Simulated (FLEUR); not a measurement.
PbF2 (Fluorocronite):

```xyz
3
Lattice="0.0000 2.9637 2.9637 2.9637 0.0000 2.9637 2.9637 2.9637 0.0000" Properties=species:S:1:pos:R:3 pbc="T T T"
Pb    0.0000    0.0000    0.0000
F     4.4455    4.4455    4.4455
F     1.4818    1.4818    1.4818
```

* Program: FLEUR MaX-R8.1 (later development tree)
* Task: single point
* Functional: PBEsol
* Potentials or basis: all-electron
* Basis: FLAPW
* Kmax: 4.19 1/bohr
* k mesh: 8 × 8 × 8
* Occupations: fermi-dirac, width 0.05 eV
* Spin: no spin polarisation
* Gmax: 13 1/bohr
* Muffin-tin radii: Pb 2.64, F 1.72 bohr
* lmax: Pb 10, F 8
* lnonsphr: Pb 10, F 8
* Local orbitals a species: Pb 5, F 3
* Max iterations: 60
* Mixing factor: 0.05
* Mixer: Anderson
* Mixer history: 15

On this cell: largest force zero by symmetry; band gap on the k mesh 4.31 eV, indirect (least direct gap 4.46 eV).

The same run follows on a disturbed copy (atoms moved at random, drawn with an rms of 0.05 Å):

```xyz
3
Lattice="0.0000 2.9637 2.9637 2.9637 0.0000 2.9637 2.9637 2.9637 0.0000" Properties=species:S:1:pos:R:3 pbc="T T T"
Pb    0.0054   -0.0460   -0.0529
F     4.4571    4.4806    4.4317
F     1.4577    1.5037    1.5258
```

Q: What changes?

A: The energy moves by +4.0 meV/atom; largest force 0.198 eV/Å; band gap on the k mesh 4.27 eV, indirect (least direct gap 4.46 eV).

Forces in eV/Å, atoms in the order of the input:
```
Pb  -0.027  0.104  0.095
F   -0.074 -0.070  0.074
F    0.100 -0.033 -0.168
```

Caveats: spin-orbit coupling is left out, which as a rule narrows the gap of such compounds by several tenths of an eV.

A k mesh can miss the band edges.
